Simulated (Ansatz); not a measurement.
# Mn (simple hexagonal type): how the settings move a single-point run

How sensitive is a single-point run of Mn (simple hexagonal type) to its settings? A reference run comes first, then one run with altered input.

Program: Ansatz 0.2.0. Level of theory: reference: DFT, PBE, all-electron LAPW, scalar-relativistic. These are calculated values, not measurements.

1 further run of the same task is left out (it didn't finish).

### 1 The structure to begin with

Symmetry: P6/mmm, No. 191, hexagonal system. Conventional cell: a = 2.298 Å, b = 2.298 Å, c = 1.992 Å, α = 90.00°, β = 90.00°, γ = 120.00°. Around Mn (site symmetry 6/mmm) lie 2 Mn at 1.99 Å.

Structure file:

```
Mn
1.0
     2.29806    0.00000    0.00000
    -1.14903    1.99018    0.00000
     0.00000    0.00000    1.99192
Mn
1
Direct
  0.00000 0.00000 0.00000
```

### 2 The reference run

The input, input.yaml:

```yaml
crystal:
  lattice:
    - [2.2980606477, 1.0e-10, 0.0]
    - [-1.1490303239, 1.9901789004, 0.0]
    - [0.0, 0.0, 1.991919258]
  atoms:
    - { symbol: Mn, position: [0.0, 0.0, 0.0], spin: 3.0 }
magnetization:
  spin_polarized: true
kpoints:
  mp_grid: { grid: [18, 18, 17] }
scf:
  occupations: { method: fermi_dirac, width: 0.08 }
hamiltonian:
  xc: pbe
  pseudopotentials: { kind: all_electron, lapw: { basis_error: 0.001 } }
output:
  forces: true
  stress: true
  eigenvalues: true
  populations: true
```

Run with:

```console
$ ansatz run input.yaml --threads 1 --pin off --max-ram 3072MiB --backend cpu --events-out ev --progress --plain --runs-dir out
```

### 3 Changed: mp_grid.shift [0.5, 0.5, 0.5], n_extra_bands 2

Changes to input.yaml since step 2:

```diff
@@ -10,5 +10,6 @@
 kpoints:
-  mp_grid: { grid: [18, 18, 17] }
+  mp_grid: { grid: [18, 18, 17], shift: [0.5, 0.5, 0.5] }
 scf:
   occupations: { method: fermi_dirac, width: 0.08 }
+  n_extra_bands: 2
 hamiltonian:
```

What does the calculation give? Wanted: for each run, ending; energy change; pressure; gap; force.

The runs gave:

```tsv
run	ending	energy change	pressure (GPa)	gap (eV)	force (eV/Å)	cycles	time
reference	converged	0	84.4	0.00	0.00	11	69 s
1: mp_grid.shift [0.5, 0.5, 0.5], n_extra_bands 2	converged	+1.6 meV/atom	84.9	0.00	0.00	11	2.5 min
```

Residual by cycle in the longest SCF loop of each run; runs are numbered as in the table. The quantity is the density residual dr2, in eV.

```tsv
cycle	reference	run 1
1	0.0317	0.0364
2	0.0116	0.0112
3	0.036	0.0821
4	5.1e-4	2.8e-4
5	1.8e-5	2.1e-5
6	8.8e-7	8.6e-7
7	7.3e-8	3.7e-8
8	6.5e-10	1.2e-9
9	7.8e-12	1.3e-11
10	1.4e-12	9.6e-13
11	1.8e-13	1.5e-13
```

What this shows: Changing the k-point mesh and band count moves the energy by +1.6 meV/atom, and the pressure goes from 84.4 to 84.9 GPa. The energy is not variational in the mesh, so the sign tells nothing. Of the settings changed, the mesh is the one that moves energies this far. Cost: 2.5 min against 69 s. The structure is not at rest: the sound run finds 84 GPa, so these are no properties of the relaxed crystal. 
